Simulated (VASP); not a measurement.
# Ti in VASP: further runs

One slab, Ti, is run at these levels: PBEsol; tasks: single point, relaxation of the atoms.

All numbers are computed with VASP 6.6.1; they aren't measurements. Logs are shortened: lines on timing, memory, paths and dates and some standing lists are left out, and cuts for length are marked.

## Step 1: The slab as given

The cell holds a slab with vacuum, 5 atoms: a = 2.902 Å, b = 2.902 Å, c = 24.150 Å, α = 90.00°, β = 90.00°, γ = 120.00°.

The slab is cut from a database's or a generator's crystal, which needn't be the stable form of the element.

## Step 2: Single point, PBEsol

Contents of INCAR:

```
ALGO = Normal
DIPOL = 0.5 0.5 0.500
EDIFF = 1E-6
ENCUT = 520
GGA = PS
ICORELEVEL = 1
IDIPOL = 3
ISIF = 2
ISMEAR = 1
KPAR = 2
LASPH = True
LCHARG = False
LDIPOL = True
LREAL = False
LVACPOTAV = True
LVHAR = True
LWAVE = False
NBANDS = 38
NELM = 80
PREC = Accurate
SIGMA = 0.1
```

Contents of KPOINTS:

```
k-points
0
Gamma
  15 15 1
```

Contents of POSCAR:

```
Ti
1.0
    2.9020997200      0.0000000000      0.0000000000
   -1.4510501400      2.5132922400      0.0000000000
    0.0000000000      0.0000000000     24.1500280000
Ti
5
Direct
    0.3333330000      0.6666660000      0.3105586500
    0.6666670000      0.3333340000      0.4052793200
    0.3333330000      0.6666660000      0.5000000000
    0.6666670000      0.3333340000      0.5947206800
    0.3333330000      0.6666660000      0.6894413500
```

Potentials or basis: VASP PAW PBE potentials, release 64 (Ti_sv).

The run is started by

```sh
cat potpaw_PBE.64/Ti_sv/POTCAR > POTCAR
mpirun -np 2 vasp_std > vasp.out
```

OUTCAR:

```text
EDIFF = 1E-6
   ENCUT = 520
   GGA = PS
   ISIF = 2
   ISMEAR = 1
   LASPH = True
   LREAL = False
   NELM = 80
   PREC = Accurate

 ion  position               nearest neighbor table
   1  0.333  0.667  0.311-   2 2.84   2 2.84   2 2.84
   2  0.667  0.333  0.405-   1 2.84   1 2.84   3 2.84   3 2.84   1 2.84   3 2.84
   3  0.333  0.667  0.500-   2 2.84   4 2.84   2 2.84   4 2.84   2 2.84   4 2.84
   4  0.667  0.333  0.595-   5 2.84   5 2.84   3 2.84   3 2.84   5 2.84   3 2.84
   5  0.333  0.667  0.689-   4 2.84   4 2.84   4 2.84

  LATTYP: Found a hexagonal cell.
 ALAT       =     2.9020997200
 C/A-ratio  =     8.3215707005

  Lattice vectors:

 A1 = (   2.9020997200,   0.0000000000,   0.0000000000)
 A2 = (  -1.4510501400,   2.5132922400,   0.0000000000)
 A3 = (   0.0000000000,   0.0000000000,  24.1500280000)

Analysis of symmetry for initial positions (statically):
=====================================================================
 Subroutine PRICEL returns:
 Original cell was already a primitive cell.

 Routine SETGRP: Setting up the symmetry group for a
 hexagonal supercell.

 Subroutine GETGRP returns: Found 12 space group operations
 (whereof 12 operations were pure point group operations)
 out of a pool of 24 trial point group operations.

The static configuration has the point symmetry D_3h.

Analysis of symmetry for dynamics (positions and initial velocities):
=====================================================================
 Subroutine PRICEL returns:
 Original cell was already a primitive cell.

 Routine SETGRP: Setting up the symmetry group for a
 hexagonal supercell.

 Subroutine GETGRP returns: Found 12 space group operations
 (whereof 12 operations were pure point group operations)
 out of a pool of 24 trial point group operations.

The dynamic configuration has the point symmetry D_3h.

 Subroutine INISYM returns: Found 12 space group operations
 (whereof 12 operations are pure point group operations),
 and found     1 'primitive' translations

----------------------------------------------------------------------------------------

                                     Primitive cell

  volume of cell :     176.1461

  direct lattice vectors                    reciprocal lattice vectors
     2.902099720  0.000000000  0.000000000     0.344578097  0.198942283  0.000000000
    -1.451050140  2.513292240  0.000000000     0.000000000  0.397884490  0.000000000
     0.000000000  0.000000000 24.150028000     0.000000000  0.000000000  0.041407819
[... 97 lines left out ...]
   ISYM   =      2    0-nonsym 1-usesym 2-fastsym
   POTIM  = 0.5000    time-step for ionic-motion
   TEBEG  =    0.0;   TEEND  =   0.0 temperature during run
   PSTRESS=    0.0 pullay stress
   NELECT =      60.0000    total number of electrons
   NUPDOWN=      -1.0000    fix difference up-down
   EMIN   =  10.00;   EMAX   =-10.00  energy-range for DOS
   EFERMI =   0.00;   METHOD = LEGACY
   ISMEAR =     1;   SIGMA  =   0.10  broadening in eV -4-tet -1-fermi 0-gaus
   EFERMI_NEDOS =   21; number of points for ismear=-14 and -15
   IALGO  =     38    algorithm
   IMIX   =      4    mixing-type and parameters
     AMIX     =   0.40;   BMIX     =  1.00
     AMIX_MAG =   1.60;   BMIX_MAG =  1.00
  volume/ion in A,a.u.               =      35.23       237.74
  Fermi-wavevector in a.u.,A,eV,Ry     =   1.143319  2.160560 17.785255  1.307179
  Thomas-Fermi vector in A             =   2.280015
   LORBIT       =      0    0 simple, 1 ext, 2 COOP (PROOUT), +10 PAW based schemes
   GGA     = PS    functional components
   LHFCALC =     F    Hartree Fock is set to
   AEXX    =    0.0000 exact exchange contribution
   IVDW    =     0    specifies the selected vdW correction
   LEPSILON=     F    determine dielectric tensor
   LRPA    =     F    only Hartree local field effects (RPA)
 non-spin polarized calculation
 Methfessel and Paxton  Order N= 1 SIGMA  =   0.10
  energy-cutoff  :      520.00
  volume of cell :      176.15
 maximum number of plane-waves:      4841
 NGX is ok and might be reduce to    24
   NGX = 11   NGY = 11   NGZ = 89

 number of electron      59.9999994 magnetization

 dipolmoment           0.000000      0.000000     -0.000000 electrons x Angstroem

 Free energy of the ion-electron system (eV)
  ---------------------------------------------------
  ext. energy  EPLUGINS =         0.00000000
  ---------------------------------------------------
  free energy    TOTEN  =       -39.63585382 eV

  energy without entropy =      -39.63695131  energy(sigma->0) =      -39.63621965

 the core state eigenenergies are
   1-  1s  -4861.3036  2s   -529.6580  2p   -436.9742
   2-  1s  -4860.9572  2s   -529.4454  2p   -436.7482
   3-  1s  -4860.9171  2s   -529.3931  2p   -436.6971
   4-  1s  -4860.9572  2s   -529.4454  2p   -436.7482
   5-  1s  -4861.3036  2s   -529.6580  2p   -436.9742

 E-fermi :   1.8080     XC(G=0):  -6.4949

 val. band max:        1.8065400962   @ k =   0.3333   0.0000   0.0000
 cond. band min:       1.8141354527   @ k =   0.3333   0.2000   0.0000
 fundamental gap:      0.0075953565
 Fermi energy:         1.8080092958

 k-point     1 :       0.0000    0.0000    0.0000
  band No.  band energies     occupation
      1     -54.8805      2.00000
      2     -54.8800      2.00000
      3     -54.6981      2.00000
      4     -54.6509      2.00000
      5     -54.5792      2.00000
      6     -31.4786      2.00000
[... 973 lines left out ...]
     37       3.2671     -0.00000
     38       3.5029     -0.00000

 [... further k-points ...]
[... 5 lines left out ...]
  --------------------------------------------------------------------------------------
  -------------------------------------------------------------------------------------
  Total       -1.8668125     -1.8668128     -2.2489853      0.0000002      0.0000000     -0.0000000
  in kB      -16.9800253    -16.9800275    -20.4561659      0.0000019      0.0000000     -0.0000000
  external PRESSURE =     -18.1387396 kB  Pullay stress =       0.0000000 kB

 VOLUME and BASIS-vectors are now :
 -----------------------------------------------------------------------------
  energy-cutoff  :      520.00
  volume of cell :      176.15
      direct lattice vectors                 reciprocal lattice vectors
     2.902099720  0.000000000  0.000000000     0.344578097  0.198942283  0.000000000
    -1.451050140  2.513292240  0.000000000     0.000000000  0.397884490  0.000000000
     0.000000000  0.000000000 24.150028000     0.000000000  0.000000000  0.041407819

 POSITION                                       TOTAL-FORCE (eV/Angst)
 -----------------------------------------------------------------------------------
     -0.00000      1.67553      7.50000         0.000000     -0.000000      0.600629
      1.45105      0.83777      9.78751        -0.000000      0.000000     -0.713251
     -0.00000      1.67553     12.07501         0.000000      0.000000     -0.000000
      1.45105      0.83777     14.36252        -0.000000      0.000000      0.713251
     -0.00000      1.67553     16.65003         0.000000     -0.000000     -0.600629
 -----------------------------------------------------------------------------------
    total drift:                                0.000000      0.003270      0.000000

  FREE ENERGIE OF THE ION-ELECTRON SYSTEM (eV)
  ---------------------------------------------------
  free  energy   TOTEN  =       -39.6358538213 eV

  energy  without entropy=      -39.6369513114  energy(sigma->0) =      -39.63621965

 vacuum level on the upper side and lower side of the slab         6.453         6.453
```

OSZICAR:

```text
N       E                     dE             d eps       ncg     rms          rms(c)
DAV:   1     0.774468615129E+03    0.77447E+03   -0.32929E+04  2236   0.171E+03
DAV:   2     0.597682197857E+02   -0.71470E+03   -0.70223E+03  2118   0.537E+02
DAV:   3    -0.286580518289E+02   -0.88426E+02   -0.85954E+02  3504   0.166E+02
[... 30 lines left out ...]
DAV:  34    -0.396358311983E+02   -0.13727E-04   -0.18514E-05  3084   0.292E-02    0.220E-02
DAV:  35    -0.396358432937E+02   -0.12095E-04   -0.37773E-06  1994   0.144E-02    0.283E-02
DAV:  36    -0.396358484738E+02   -0.51801E-05   -0.11929E-05  2422   0.364E-02    0.592E-03
DAV:  37    -0.396358528232E+02   -0.43494E-05   -0.26610E-06  1838   0.127E-02    0.338E-03
DAV:  38    -0.396358538213E+02   -0.99806E-06   -0.40519E-07  1256   0.573E-03
   1 F= -.39635854E+02 E0= -.39636220E+02  d E =0.109749E-02
```

stdout:

```text
POSCAR found type information on POSCAR Ti
 POSCAR found :  1 types and       5 ions
 scaLAPACK will be used
 -----------------------------------------------------------------------------
|                                                                             |
[... 23 lines left out ...]
|     field-free region was found. Please increase the size of  your cell     |
|     in the dimension of the dipole correction to obtain accurate            |
|     workfunction values.                                                    |
|                                                                             |
 -----------------------------------------------------------------------------
```

It took 3.5 min on 2 MPI ranks of Intel Xeon Platinum 8559C (Emerald Rapids), shared host; peak memory 0.36 GiB.

What came out:

* Free energy: -39.6359 eV
* Largest force: 0.713 eV/Å
* Band gap on the k mesh: none (metal or under the smearing width)
* Work function of the upper face: 4.64 eV
* Work function of the lower face: 4.64 eV

Forces on the atoms (eV/Å):
```
Ti   0.000  0.000  0.601
Ti   0.000  0.000 -0.713
Ti   0.000  0.000  0.000
Ti   0.000  0.000  0.713
Ti   0.000  0.000 -0.601
```

Levels at points of the mesh, in eV from the Fermi level:
```
           k point  band 26  band 27  band 28  band 29  band 30  band 31  band 32  band 33  band 34  band 35
(0.00, 0.00, 0.00)    -0.16    -0.08     0.32     0.43     0.66     0.66     0.70     0.70     0.76     0.78
```

Core levels (eV, on the scale of the bands):
```csv
atom,levels
1 Ti,"1s -4861.3, 2s -529.7, 2p -437.0"
2 Ti,"1s -4861.0, 2s -529.4, 2p -436.7"
3 Ti,"1s -4860.9, 2s -529.4, 2p -436.7"
4 Ti,"1s -4861.0, 2s -529.4, 2p -436.7"
5 Ti,"1s -4861.3, 2s -529.7, 2p -437.0"
```

Caveat: the PAW data sets were made with another functional, which shifts forces and pressure a little.

## Step 3: Relaxation of the atoms, PBEsol

Contents of INCAR:

```
PREC     = Accurate       # precision mode
ENCUT    = 520            # plane-wave cutoff, eV
EDIFF    = 1E-6           # SCF threshold, eV
ISMEAR   = 1              # smearing method
SIGMA    = 0.1            # smearing width, eV
LREAL    = False          # projectors in reciprocal space
LASPH    = True           # aspherical terms in the spheres
NELM     = 80             # most SCF steps
ALGO     = Normal         # electronic algorithm
ISIF     = 2              # what is computed and relaxed
LWAVE    = False          # write WAVECAR
LCHARG   = False          # write CHGCAR
LDIPOL   = True         
IDIPOL   = 3            
DIPOL    = 0.5 0.5 0.500
GGA      = PS             # functional
IBRION   = 2              # ionic algorithm
NSW      = 80             # ionic steps
EDIFFG   = -0.02          # ionic threshold
KPAR     = 2
```

Contents of KPOINTS:

```
regular mesh
0
Gamma
  15 15 1
```

POSCAR is that of step 2.

Potentials or basis: VASP PAW PBE potentials, release 64 (Ti_sv).

The run is started by

```sh
cat potpaw_PBE.64/Ti_sv/POTCAR > POTCAR
mpirun -np 2 vasp_std > vasp.out
```

Run time: 7.5 min. Hardware: 2 MPI ranks of Intel Xeon Platinum 8559C (Emerald Rapids), shared host; peak memory 0.37 GiB.

Results (log left out):

| Item | Value |
| --- | --- |
| Free energy | -39.7495 eV |
| Energy gained by relaxing | 22.7 meV/atom |
| Ionic steps | 7 |
| Largest force after relaxing | 0.016 eV/Å |
| Band gap on the k mesh | none (metal or under the smearing width) |

Forces on the atoms (eV/Å):
```
Ti   0.000  0.000 -0.001
Ti   0.000  0.000  0.016
Ti   0.000  0.000  0.000
Ti   0.000  0.000 -0.016
Ti   0.000  0.000  0.001
```

The path:
| step | energy change (eV) | largest force (eV/Å) | pressure (GPa) |
| --- | --- | --- | --- |
| 1 | 0.0000 | 0.7135 | -1.81 |
| 2 | -0.0701 | 0.4475 | -1.52 |
| 3 | -0.1110 | 0.0610 | -0.87 |
| 4 | -0.1111 | 0.0495 | -0.91 |
| 5 | -0.1115 | 0.0444 | -0.88 |
| 6 | -0.1126 | 0.0278 | -0.79 |
| 7 | -0.1137 | 0.0161 | -0.61 |

Final structure:
```
CELL_PARAMETERS angstrom
2.90210 0.00000 0.00000
-1.45105 2.51329 0.00000
0.00000 0.00000 24.15003
ATOMIC_POSITIONS crystal
Ti 0.33333 0.66667 0.31469
Ti 0.66667 0.33333 0.40277
Ti 0.33333 0.66667 0.50000
Ti 0.66667 0.33333 0.59723
Ti 0.33333 0.66667 0.68531
```

Levels at points of the mesh, in eV from the Fermi level:
```csv
k point,band 26,band 27,band 28,band 29,band 30,band 31,band 32,band 33,band 34,band 35
"(0.00, 0.00, 0.00)",-0.29,-0.15,0.44,0.44,0.60,0.60,0.65,0.65,0.70,0.70
```

Caveat: the PAW data sets were made with another functional, which shifts forces and pressure a little.

## Step 4: Single point, PBEsol

Contents of INCAR:

```
ALGO = Normal
DIPOL = 0.5 0.5 0.500
EDIFF = 1E-6
ENCUT = 520
GGA = PS
ICORELEVEL = 1
IDIPOL = 3
ISIF = 2
ISMEAR = 1
KPAR = 2
LASPH = True
LCHARG = False
LDIPOL = True
LREAL = False
LVACPOTAV = True
LVHAR = True
LWAVE = False
NBANDS = 38
NELM = 80
PREC = Accurate
SIGMA = 0.1
```

Contents of KPOINTS:

```
k-points
0
Gamma
  15 15 1
```

Contents of POSCAR:

```
Ti                                      
1.0
    2.9020997200      0.0000000000      0.0000000000
   -1.4510501400      2.5132922400      0.0000000000
    0.0000000000      0.0000000000     24.1500280000
  Ti            
     5
Direct
     0.3333330000000032    0.6666659999999993    0.3146919896455504
     0.6666669999999968    0.3333340000000007    0.4027737440696211
     0.3333330000000032    0.6666659999999993    0.5000000000000000
     0.6666669999999968    0.3333340000000007    0.5972262559303788
     0.3333330000000032    0.6666659999999993    0.6853080103544495
```

The run is started by

```sh
cat potpaw_PBE.64/Ti_sv/POTCAR > POTCAR
mpirun -np 2 vasp_std > vasp.out
```

It took 3.2 min on 2 MPI ranks of Intel Xeon Platinum 8559C (Emerald Rapids), shared host; peak memory 0.36 GiB.

The run converged. Its results:

```
Free energy                     : -39.7495 eV
Largest force                   : 0.016 eV/Å
Band gap on the k mesh          : none (metal or under the smearing width)
Work function of the upper face : 4.54 eV
Work function of the lower face : 4.54 eV
```

Forces on the atoms (eV/Å):
```
Ti   0.000  0.000 -0.002
Ti   0.000  0.000  0.016
Ti   0.000  0.000  0.000
Ti   0.000  0.000 -0.016
Ti   0.000  0.000  0.002
```

Levels at points of the mesh, in eV from the Fermi level:
```csv
k point,band 27,band 28,band 29,band 30,band 31,band 32,band 33,band 34
"(0.00, 0.00, 0.00)",-0.15,0.44,0.44,0.60,0.60,0.65,0.65,0.70
```

Core levels (eV, on the scale of the bands):
| atom | levels |
| --- | --- |
| 1 Ti | 1s -4861.1, 2s -529.5, 2p -436.8 |
| 2 Ti | 1s -4860.8, 2s -529.3, 2p -436.6 |
| 3 Ti | 1s -4861.0, 2s -529.4, 2p -436.7 |
| 4 Ti | 1s -4860.8, 2s -529.3, 2p -436.6 |
| 5 Ti | 1s -4861.1, 2s -529.5, 2p -436.8 |

Caveat: the PAW data sets were made with another functional, which shifts forces and pressure a little.
